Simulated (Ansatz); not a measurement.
# Sb (P6_3/mmc) in Ansatz: reference runs

Aim: a first look at Sb with PBEsol, on the cell as given and on a disturbed one.

All numbers are computed with Ansatz 0.2.0; they aren't measurements. Logs are shortened: lines on timing, memory, paths and dates and some standing lists are left out, and cuts for length are marked.

### 1 The structure

The structure is hexagonal, space group P6_3/mmc (No. 194). The conventional cell has a = 3.355 Å, b = 3.355 Å, c = 5.470 Å, α = 90.00°, β = 90.00°, γ = 120.00°. Sb (site symmetry -6m2) has 12 Sb at 3.35 Å as nearest neighbours.

This isn't the form of Sb at room conditions, which is rhombohedral.

### 2 Single point, PBEsol

File input.yaml:

```yaml
crystal:
  lattice:
    - [3.3545324186, 0.0, 0.0]
    - [-1.6772662093, 2.9051102923, 0.0]
    - [0.0, 0.0, 5.47016065]
  atoms:
    - { symbol: Sb, position: [0.6666666667, 0.3333333333, 0.75] }
    - { symbol: Sb, position: [0.3333333333, 0.6666666667, 0.25] }
hamiltonian:
  xc: pbesol
  pseudopotentials: { kind: paw }
kpoints:
  mp_grid: { grid: [9, 9, 5] }
scf:
  occupations: { method: fermi_dirac, width: 0.05 }
output:
  forces: true
  stress: true
  eigenvalues: true
```

Potentials or basis: Ansatz PAW.

The run is started by

```console
ansatz run input.yaml --threads 2 --pin off --max-ram 5632MiB --backend cpu --events-out ev --progress --plain --runs-dir out
```

Log:

```text
Warning: RAYON_NUM_THREADS=2 ignored (pool sized by the plan → 2); use --threads N
Engine: ansatz 0.2.0, aarch64-unknown-linux-gnu
Pseudopotentials: kind: paw
Pseudopotential: Sb, paw, valence charge 15, recommended cutoff 420 eV (normal), Sb.paw.azcp
Functional definition: PBEsol
  exchange = pbesol_x
  correlation = pbesol_c
Crystal: 2 atoms, lattice volume = 53.308 Å³
Basis set: ecut = 420 eV, 1087 PW (Γ), exchange–correlation on 48×48×80 points (8 copies of the dense FFT grid, shifted against one another)
Bands: 19, of which v1, the nominal top of the filled ones, is band 15 counted from 1 (14 counted from 0)
Symmetry: 24 space group operations
Space group: P63/mmc (ITA 194), of the structure as read, at distance tolerance 3.8e-5 Å
k-points: 36 of 405
Non-local potential: Sb, projectors of the file, l = 0: 2, l = 1: 2, l = 2: 2, l = 3: 2
PAW form: soft (Blöchl's): semilocal exchange-correlation on the pseudo side does not see the compensation charge
PAW frozen core: Sb, regenerated for the run's functional, and the local potential with it (the file was generated under x = pbe(κ = 0.804, μ = 0.2195149727645171), c = pbe(β = 0.06672455060314922))
PAW one-centre angular grid: Sb, 590 points (default); XC on 64 Gauss nodes
Initial density: superposition of atomic densities (neutral atoms: chi_scale 0, normalization atom), corrected by the library's trained network
Initial wavefunctions: pseudopotential atomic-orbital guess
Functional: x = pbesol(κ = 0.804, μ = 0.12345679012345678), c = pbesol(β = 0.046)
SCF iter   1: F=—  HF=-12815.725332 eV  |F-HF|=—  |Δ(HF+E_count)|=         —  Δρ=2.45e-3  dr2=1.95e-3  ethr=1.77e-3  ⟨swp⟩=5.8  Hψ=3361  notcnv=0
preconditioner: auto → Kerker (q_TF=auto, 2.479 Å⁻¹)  [metal: Δε(μ)=0.038 eV  Ē_g=8.566 eV  σ=0.050 eV  W_gap=0.19  n_scr=22 (ndim 8)  ℏωp=16.1 eV  f_vac=0.000  D(μ)=1.57/eV (n_scr^D=10)]
SCF iter   2: F=—  HF=-12815.722992 eV  |F-HF|=—  |Δ(HF+E_count)|=   2.34e-3  Δρ=1.61e-3  dr2=8.85e-4  ethr=6.51e-6  ⟨swp⟩=2.5  Hψ=1382  notcnv=0  defer=1
SCF iter   3: F=—  HF=-12815.722843 eV  |F-HF|=—  |Δ(HF+E_count)|=   1.49e-4  Δρ=7.41e-4  dr2=1.39e-4  ethr=2.95e-6  ⟨swp⟩=2.0  Hψ=1213  notcnv=0  defer=1
SCF iter   4: F=—  HF=-12815.722728 eV  |F-HF|=—  |Δ(HF+E_count)|=   1.15e-4  Δρ=8.47e-5  dr2=5.26e-6  ethr=4.63e-7  ⟨swp⟩=2.0  Hψ=1213  notcnv=0  defer=1
SCF iter   5: F=—  HF=-12815.722730 eV  |F-HF|=—  |Δ(HF+E_count)|=   1.85e-6  Δρ=3.00e-5  dr2=6.19e-7  ethr=1.75e-8  ⟨swp⟩=2.4  Hψ=1223  notcnv=0  defer=1
SCF iter   6: F=-12815.722730 eV  HF=-12815.722730 eV  |F-HF|=1.60e-8  |Δ(HF+E_count)|=   1.57e-7  Δρ=6.67e-6  dr2=3.05e-8  ethr=3.33e-10  ⟨swp⟩=6.6  Hψ=2975  notcnv=0
SCF 1 converged in 6 iterations: F = -12815.722730 eV  dr2 = 3.05e-8
SCF converged after 6 iterations
Free energy (F): -12815.722730 eV
Harris-Foulkes:  -12815.722730 eV  (|F-HF|=1.60e-8)
Internal energy: -12815.710707 eV  (E = F + TS)
E sigma→0 (E₀):  -12815.716718 eV
Entropy (-TS):   -0.012023 eV (-6.012 meV/atom)
Fermi energy:    11.588422 eV
--- Per-component energies (eV) ---
  E_band       = -286.926901
  E_kinetic    = 414.165966
  E_local      = -2854.341120  (includes V_loc(G=0)·N_el)
  E_nonlocal   = 726.709222
  E_hartree    = 1302.477463
  E_xc         = -275.401297
  E_vxc        = -193.715000  (∫ρ·V_xc dr)
  E_paw        = -8997.410083  (= ΣΔE_a)
  E_vpaw       = -984.708297  (= ΣTr[D̂ρ^β])
  E_aug_tail   = -0.000004  (compensation charges beyond the density's cutoff)
  E_ewald      = -3132.574569
  E_core_change = 0.663714  (= ΣΔE_core)
  E_smearing   = -0.012023  (= −TS)
  E_closure    = 0.000000  (closes the sum)
  Σ components = -12815.722730   (vs F -12815.722730, Δ=0.00e0)
--- Forces (eV/Å), atoms counted from 1 ---
  atom   1  Sb    -0.00000000     0.00000000     0.00000000
  atom   2  Sb     0.00000000    -0.00000000     0.00000000
  max |Σ_I F_I| component: 4.63e-18 eV/Å
--- Stress (GPa, compression-positive) ---
       -1.483859      -0.000000       0.000000
       -0.000000      -1.483859       0.000000
        0.000000       0.000000      -1.806688
  P = ⅓ Tr σ = -1.5915 GPa (-15.915 kbar)
--- Band table (eV; the first three rows and the last of 36) ---
  k-point 0: bands = ["-17.5511", "-17.5419", "-17.5323", "-17.5323", "-17.5279", "-17.5279", "-17.5233", "-17.5233", "-17.4712", "-17.4712", "-1.3312", "2.5064", "5.8030", "15.2882", "15.2882", "16.9377", "16.9377", "17.1741", "19.5406"]
  k-point 1: bands = ["-17.5501", "-17.5426", "-17.5377", "-17.5377", "-17.5304", "-17.5304", "-17.5125", "-17.5125", "-17.4740", "-17.4740", "-1.1306", "1.6764", "7.0377", "15.3779", "15.4367", "15.4367", "16.7879", "16.7879", "19.6904"]
  k-point 2: bands = ["-17.5476", "-17.5447", "-17.5394", "-17.5394", "-17.5357", "-17.5357", "-17.4967", "-17.4967", "-17.4828", "-17.4828", "-0.5329", "0.4388", "9.4729", "12.3685", "15.8417", "15.8417", "16.3671", "16.3671", "20.1427"]
  k-point 35: bands = ["-17.5491", "-17.5491", "-17.5342", "-17.5052", "-17.4940", "-17.4938", "-17.4938", "-17.4897", "-17.4706", "-17.4706", "3.7830", "3.7830", "7.5066", "7.5066", "7.9907", "8.9244", "14.3194", "14.3194", "18.4009"]
```

It took 1.8 s on 2 threads of Arm Neoverse V1, shared host; peak memory 0.32 GiB.

What came out:

- Free energy: -12815.7227 eV
- Pressure: -1.6 GPa
- Band gap on the k mesh: none (metal or under the smearing width)

Stress tensor (GPa, compression positive):
```
-1.48  0.00  0.00
 0.00 -1.48  0.00
 0.00  0.00 -1.81
```

Levels at points of the mesh, in eV from the Fermi level:
| k point | band 11 | band 12 | band 13 | band 14 | band 15 | band 16 | band 17 | band 18 | band 19 |
| --- | --- | --- | --- | --- | --- | --- | --- | --- | --- |
| (0.00, 0.00, 0.00) | -12.92 | -9.08 | -5.79 | 3.70 | 3.70 | 5.35 | 5.35 | 5.59 | 7.95 |

Caveat: the PAW data sets come from PBE, with cores solved anew for the run's functional, which leaves a small shift of forces and pressure.

### 3 Single point, PBEsol (atoms moved at random, drawn with an rms of 0.05 Å)

Changes to input.yaml since step 2:

```diff
@@ -6,4 +6,4 @@
   atoms:
-    - { symbol: Sb, position: [0.6666666667, 0.3333333333, 0.75] }
-    - { symbol: Sb, position: [0.3333333333, 0.6666666667, 0.25] }
+    - { symbol: Sb, position: [0.678186, 0.334473, 0.751546] }
+    - { symbol: Sb, position: [0.320961, 0.662566, 0.255606] }
 hamiltonian:
```

Potentials or basis: Ansatz PAW.

The run is started by

```console
ansatz run input.yaml --threads 2 --pin off --max-ram 5632MiB --backend cpu --events-out ev --progress --plain --runs-dir out
```

It took 5.5 s on 2 threads of Arm Neoverse V1, shared host; peak memory 0.43 GiB.

The run converged. Its results:

```
Free energy            : -12815.7244 eV
Pressure               : -1.6 GPa
Largest force          : 0.042 eV/Å
Band gap on the k mesh : none (metal or under the smearing width)
```

Forces in eV/Å, atoms in the order of the input:
```
Sb   0.026  0.007 -0.032
Sb  -0.026 -0.007  0.032
```

Stress tensor (GPa, compression positive):
```
-1.42  0.17  0.02
 0.17 -1.46  0.01
 0.02  0.01 -1.79
```

Levels at points of the mesh, in eV from the Fermi level:
```csv
k point,band 11,band 12,band 13,band 14,band 15,band 16,band 17,band 18,band 19
"(0.00, 0.00, 0.00)",-12.93,-9.09,-5.79,3.60,3.80,5.21,5.47,5.58,7.95
```

Caveat: the PAW data sets come from PBE, with cores solved anew for the run's functional, which leaves a small shift of forces and pressure. Spin-orbit coupling is left out, which matters for the levels of Sb.
